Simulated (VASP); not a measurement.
Runs of VASP 6.6.1 on MgS. Symmetry: Cm, No. 8, monoclinic system. Conventional cell: a = 6.940 Å, b = 4.007 Å, c = 4.007 Å, α = 90.00°, β = 125.26°, γ = 90.00°. Around Mg (site symmetry m) lie 3 S at 2.23 to 2.47 Å. S (site symmetry m) is surrounded by 3 Mg at 2.23 to 2.47 Å. The cell comes from a database or a generator and needn't be the stable form of this composition.

```csv
cell,gap on the mesh (eV),pressure (GPa),largest force (eV/Å)
"atom 1 (Mg) moved by (-0.200, -0.200) A along y and z",2.83,(c),1.83
"atom 1 (Mg) moved by (-0.100, -0.100) A along y and z",3.00,(a),0.79
"atom 1 (Mg) moved by (-0.200, +0.000) A along y and z",2.94,-1.6,(b)
"atom 1 (Mg) moved by (-0.100, +0.000) A along y and z",3.06,-2.3,0.53
```

Alike in all rows: task single point; level LDA; potentials or basis VASP PAW LDA potentials, release 64 (Mg, S); no spin polarisation; k mesh 8 × 8 × 8; cutoff (eV) 520; smearing gaussian 0.05 eV.

Fill in the values left out.

(a) -2.0; (b) 1.04; (c) -0.5.

Caveats: forces of over 1 eV/Å show positions far from the minimum, so gaps and moduli don't describe the material at rest (some runs).

A k mesh can miss the band edges.
